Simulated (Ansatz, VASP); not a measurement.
## Two plane-wave programs on W

```xyz
1
Lattice="-1.6078 1.6078 1.6078 1.6078 -1.6078 1.6078 1.6078 1.6078 -1.6078" Properties=species:S:1:pos:R:3 pbc="T T T"
W     0.0000    0.0000    0.0000
```

Change from the starting cell: equal engineering shear yz, xz and xy +0.0000, equal normal strain along x, y and z +0.0100.

Alike in both runs: task single point; functional PBE; k mesh 20 × 20 × 20; occupations gaussian, width 0.15 eV; no spin polarisation.

|  | VASP | Ansatz |
| --- | --- | --- |
| version | VASP 6.6.1 | Ansatz 0.2.0 |
| potentials or method | VASP PAW PBE potentials, release 64 (W_sv) | scalar-relativistic, plane waves, PAW |
| plane-wave cutoff (eV) | 520 | 420 |
| valence electrons in the cell | 14 | 14 |

Ansatz gave:

| Item | Value |
| --- | --- |
| gap on the k mesh at the Fermi level (eV) | none |
| pressure (GPa) | -8.5 |

Task: Estimate VASP's values.

Result: gap on the k mesh at the Fermi level (eV): none; pressure (GPa): -8.2.

A gap of «none» marks a metal or a gap that the smearing closes.

The runs have no spin-orbit coupling, so splittings on W are missing.
